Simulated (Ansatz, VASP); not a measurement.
## PbS: VASP beside Ansatz

```
Pb S
1.0
     0.00000    3.07306    3.07306
     3.07306    0.00000    3.07306
     3.07306    3.07306    0.00000
Pb S
1 1
Cartesian
  3.0731 3.0731 3.0731
  0.0000 0.0000 0.0000
```

Alike in both runs: task single point; functional PBE; k mesh 10 × 10 × 10; occupations gaussian, width 0.05 eV; no spin polarisation.

|  | VASP | Ansatz |
| --- | --- | --- |
| version | VASP 6.6.1 | Ansatz 0.2.0 |
| potentials or method | VASP PAW PBE potentials, release 64 (Pb_d, S) | scalar-relativistic, plane waves, PAW |
| plane-wave cutoff (eV) | 520 | 420 |
| valence electrons in the cell | 20 | 20 |

Ansatz gave:

| Quantity | Value |
| --- | --- |
| gap on the k mesh at the Fermi level (eV) | 0.69 |
| least direct gap on the mesh (eV) | 0.69 |
| pressure (GPa) | -3.1 |

**Question.** Which values does VASP return?

**Answer.** gap on the k mesh at the Fermi level (eV): 0.70; least direct gap on the mesh (eV): 0.70; pressure (GPa): -3.2.

Caveats: spin-orbit coupling is left out, which as a rule narrows the gap of such compounds by several tenths of an eV. A k mesh can miss the band edges.
